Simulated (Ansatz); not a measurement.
# Si8N: the cost of one run

Computed with Ansatz 0.2.0 (DFT PBE, scalar-relativistic, plane waves, PAW, unless a step's input says otherwise).

54 further runs of the same task are left out: 1 that didn't finish, 53 set aside as unsound or not needed.

**1. Starting point**

Symmetry: R-3, No. 148, trigonal system. Conventional cell: a = 9.444 Å, b = 9.444 Å, c = 5.662 Å, α = 90.00°, β = 90.00°, γ = 120.00°. Around Si (site symmetry 1) lie 4 Si at 2.36 to 2.39 Å. Around Si (site symmetry 3) lie 4 Si at 2.38 to 2.42 Å.

Structure file:

```cif
data_structure
_symmetry_space_group_name_H-M 'P 1'
_symmetry_Int_Tables_number 1
_cell_length_a 5.7697
_cell_length_b 5.7697
_cell_length_c 5.7697
_cell_angle_alpha 109.845
_cell_angle_beta 109.845
_cell_angle_gamma 109.845
_cell_volume 145.78
loop_
_atom_site_label
_atom_site_type_symbol
_atom_site_fract_x
_atom_site_fract_y
_atom_site_fract_z
_atom_site_occupancy
Si1 Si 0.01980 0.71790 0.52168 1
Si2 Si 0.98020 0.28210 0.47832 1
Si3 Si 0.71400 0.71400 0.71400 1
Si4 Si 0.28210 0.47832 0.98020 1
Si5 Si 0.47832 0.98020 0.28210 1
Si6 Si 0.71790 0.52168 0.01980 1
Si7 Si 0.28600 0.28600 0.28600 1
Si8 Si 0.52168 0.01980 0.71790 1
```

It goes back to an entry of the Materials Project, which need not be the stable form.

It is the result of an earlier relaxation at this level (volume 18.22 Å³/atom; gap on the mesh: none (metal)).

**2. Plan of the line**

Atoms count from 1 in the order of the input.

A guest moved over a lattice plane through the rigid host; the plane is (0 2 1) of the conventional cell, through Si6.

- place of N9 along a1: 12 values from 0.000 to 0.917, periodic
- place of N9 along a2: 12 values from 0.000 to 0.917, periodic

Nothing else is relaxed (host rigid, guest held in the plane). Points are written as (first, second).

The two vectors of the plane (Å): (4.722, 2.726, -3.775); (-4.722, 2.726, -3.775).

**3. Grid point (0/12, 3/12) of the map's two axes**

input.yaml reads:

```yaml
crystal:
  lattice:
    - [4.7218258405, 2.7261474201, 1.8874557466]
    - [-4.7218258405, 2.7261474201, 1.8874557466]
    - [0.0, -5.4522948402, 1.8874557466]
  atoms:
    - { symbol: Si, position: [0.0198044603, 0.7179030939, 0.5216794332] }
    - { symbol: Si, position: [0.9801955397, 0.2820969061, 0.4783205668] }
    - { symbol: Si, position: [0.7140043589, 0.7140043589, 0.7140043589] }
    - { symbol: Si, position: [0.2820969061, 0.4783205668, 0.9801955397] }
    - { symbol: Si, position: [0.4783205668, 0.9801955397, 0.2820969061] }
    - { symbol: Si, position: [0.7179030939, 0.5216794332, 0.0198044603] }
    - { symbol: Si, position: [0.2859956411, 0.2859956411, 0.2859956411] }
    - { symbol: Si, position: [0.5216794332, 0.0198044603, 0.7179030939] }
    - { symbol: "N", position: [0.4679030939, 0.5216794332, -0.2301955397] }
basis:
  ecutwfc: 420
kpoints:
  mp_grid: { grid: [6, 6, 6] }
hamiltonian:
  xc: pbe
  pseudopotentials: { kind: paw, azcp: { folder: soft_1 } }
scf:
  occupations: { method: gaussian, width: 0.15 }
output:
  forces: true
  stress: true
  eigenvalues: true
  write_density: true
  write_potential: true
  elf: true
  volumetric_format: npy
```

The run is started by

```console
> ansatz run input.yaml --threads 4 --pin off --max-ram 8192MiB --backend cpu --events-out ev --progress --plain --runs-dir out
```

What time and memory should one allow on 4 threads of Arm Neoverse V1, shared host?

About 16 s, with a peak of 0.64 GiB.
